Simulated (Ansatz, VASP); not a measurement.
# Pd in VASP and in Ansatz

```
CELL_PARAMETERS angstrom
0.00000 2.04215 1.99352
2.04215 0.00000 1.99352
2.04215 2.04215 0.00000
ATOMIC_POSITIONS crystal
Pd 0.00000 0.00000 0.00000
```

Change from the starting cell: strain +0.050 along x and y, +0.025 along z, atoms carried along.

Alike in both runs: task single point; functional PBE; k mesh 20 × 20 × 20; occupations gaussian, width 0.15 eV; no spin polarisation.

```csv
,VASP,Ansatz
version,VASP 6.6.1,Ansatz 0.2.0
potentials or method,"VASP PAW PBE potentials, release 64 (Pd)","scalar-relativistic, plane waves, PAW"
plane-wave cutoff (eV),520,420
valence electrons in the cell,10,18
```

VASP gave:

| Quantity | Value |
| --- | --- |
| gap on the k mesh at the Fermi level (eV) | none |
| pressure (GPa) | -11.0 |
| largest component of the traceless stress (GPa) | 0.47 |

Problem. Estimate Ansatz's values.

Solution. gap on the k mesh at the Fermi level (eV): none; pressure (GPa): -10.8; largest component of the traceless stress (GPa): 0.47.

A gap of «none» marks a metal or a gap that the smearing closes. With one functional, cell and mesh, what is left measures potentials, basis and numerics. The two sets of potentials don't hold the same shells in valence.
